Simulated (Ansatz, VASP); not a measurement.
**Hg: VASP beside Ansatz**

The input INCAR:

```
PREC = Accurate
ENCUT = 520
EDIFF = 1E-7
ISMEAR = 0
SIGMA = 0.15
LREAL = F
LASPH = T
NELM = 80
ALGO = Fast
ISIF = 2
LWAVE = F
LCHARG = F
GGA = PE
IVDW = 12
NBANDS = 12
```

KPOINTS

```
regular mesh
0
Gamma
  18 18 18
```

The input POSCAR:

```
Hg
1.0
   -1.9662102500      1.9662102500      1.8923709000
    1.9662102500     -1.9662102500      1.8923709000
    1.9662102500      1.9662102500     -1.8923709000
Hg
1
Direct
    0.0000000000      0.0000000000      0.0000000000
```

Input for Ansatz:

```yaml
crystal:
  lattice:
    - [-1.96621025, 1.96621025, 1.8923709]
    - [1.96621025, -1.96621025, 1.8923709]
    - [1.96621025, 1.96621025, -1.8923709]
  atoms:
    - { symbol: Hg, position: [0.0, 0.0, 0.0] }
basis:
  ecutwfc: 420
kpoints:
  mp_grid: { grid: [18, 18, 18] }
hamiltonian:
  xc: pbe
  dispersion: d3bj
scf:
  occupations: { method: gaussian, width: 0.15 }
output:
  forces: true
  stress: true
  eigenvalues: true
```

Change from the starting cell: strain -0.050 along x and y, +0.050 along z, atoms carried along.

Alike in both runs: task single point; functional PBE; dispersion D3(BJ); k mesh 18 × 18 × 18; occupations gaussian, width 0.15 eV; no spin polarisation.

|  | VASP | Ansatz |
| --- | --- | --- |
| version | VASP 6.6.1 | Ansatz 0.2.0 |
| potentials or method | VASP PAW PBE potentials, release 64 (Hg) | scalar-relativistic, plane waves, PAW |
| plane-wave cutoff (eV) | 520 | 420 |
| valence electrons in the cell | 12 | 20 |

Ansatz gave:

| Item | Value |
| --- | --- |
| gap on the k mesh at the Fermi level (eV) | none |
| pressure (GPa) | -1.9 |
| largest component of the traceless stress (GPa) | 0.10 |

Q: What did VASP give for the same quantities?

A: gap on the k mesh at the Fermi level (eV): none; pressure (GPa): -1.8; largest component of the traceless stress (GPa): 0.09.

A gap of «none» marks a metal or a gap that the smearing closes. The two sets of potentials don't hold the same shells in valence.

Caveats: pairwise dispersion overbinds metals, which lowers pressure and volume. The runs have no spin-orbit coupling, so splittings on Hg are missing.
